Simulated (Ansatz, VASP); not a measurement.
# Two plane-wave programs on Pd

The input INCAR:

```
SYSTEM = Pd
PREC = Accurate ; ENCUT = 520
EDIFF = 1E-6 ; ISMEAR = -1
SIGMA = 1.0 ; LREAL = .False.
LASPH = .True. ; NELM = 150
ALGO = Normal ; ISIF = 2
LWAVE = .False. ; LCHARG = .True.
ISPIN = 2 ; MAGMOM = 0.5
LORBIT = 11 ; LMAXMIX = 4
LELF = .True. ; LVHAR = .True.
NBANDS = 15
```

KPOINTS

```
Automatic mesh
0
Gamma
  14 14 14
  0 0 0
```

Contents of POSCAR:

```
Pd
1.0
    0.0000000000      1.9202771092      1.9202771092
    1.9202771092      0.0000000000      1.9202771092
    1.9202771092      1.9202771092      0.0000000000
Pd
1
Direct
    0.0000000000      0.0000000000      0.0000000000
```

Input for Ansatz:

```yaml
crystal:
  lattice:
    - [0.0, 1.9202771092, 1.9202771092]
    - [1.9202771092, 0.0, 1.9202771092]
    - [1.9202771092, 1.9202771092, 0.0]
  atoms:
    - { symbol: Pd, position: [0.0, 0.0, 0.0], spin: 0.5 }
hamiltonian:
  xc: lda
  pseudopotentials:
    kind: paw
    azcp:
      Pd: "pseudopotentials/Pd.paw.azcp"
basis:
  ecutwfc: 420
  fft_grid_basis: typed
kpoints:
  mp_grid: { grid: [14, 14, 14], shift: [0, 0, 0] }
magnetization:
  spin_polarized: true
scf:
  occupations: { method: fermi_dirac, width: 1.0 }
  lower_state_search: "off"
output:
  stress: true
```

Alike in both runs: task single point; functional LDA; k mesh 14 × 14 × 14; occupations fermi-dirac, width 1 eV; collinear spin.

|  | VASP | Ansatz |
| --- | --- | --- |
| version | VASP 6.6.1 | Ansatz 0.2.0 |
| potentials or method | VASP PAW LDA potentials, release 64 (Pd) | plane waves (420 eV) with PAW, scalar-relativistic |
| plane-wave cutoff (eV) | 520 | 420 |
| valence electrons in the cell | 10 | 18 |

VASP gave:

| Property | Result |
| --- | --- |
| pressure (GPa) | 14.7 |
| net moment per atom (μB) | 0.00 |

Task: What did Ansatz give for the same quantities?

Result: Pressure (GPa): 14.5; net moment per atom (μB): 0.00.

The two sets of potentials don't hold the same shells in valence. Ansatz warned: «pseudo_functional_mismatch».
